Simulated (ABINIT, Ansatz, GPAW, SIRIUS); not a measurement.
As: programs and potentials compared

```xyz
1
Lattice="2.7037 0.0000 0.0000 0.0000 2.7037 0.0000 0.0000 0.0000 2.7037" Properties=species:S:1:pos:R:3 pbc="T T T"
As    1.3518    1.3518    1.3518
```

This isn't the form of As at room conditions, which is rhombohedral.

Alike in all runs: task single point; functional PBEsol; k mesh 10 × 10 × 10; occupations fermi-dirac, width 0.05 eV; no spin polarisation; no spin-orbit coupling. Pressure is positive in compression and, in plane waves, holds the error of the finite cutoff.

| program and potentials | plane-wave cutoff (eV) | notes | band gap (eV) | pressure (GPa) |
| --- | --- | --- | --- | --- |
| GPAW, PAW data sets generated for this functional | 600 | 5 valence electrons an atom on average | no gap | -1.48 |
| ABINIT, PseudoDojo NC SR PBEsol v0.4.1 standard | 1143 | 15 valence electrons an atom on average | no gap | -1.52 |
| SIRIUS, PseudoDojo 0.4.1 PBEsol standard (scalar relativistic) | 1152 | 15 valence electrons an atom on average | no gap | -1.52 |
| Ansatz, all-electron LAPW, scalar-relativistic | - | - | ? | ? |

Estimate from the other rows what the run with Ansatz, all-electron LAPW, scalar-relativistic gave.

No band gap; pressure -1.55 GPa. The other rows, which needn't bracket it: pressure -1.52 to -1.48.
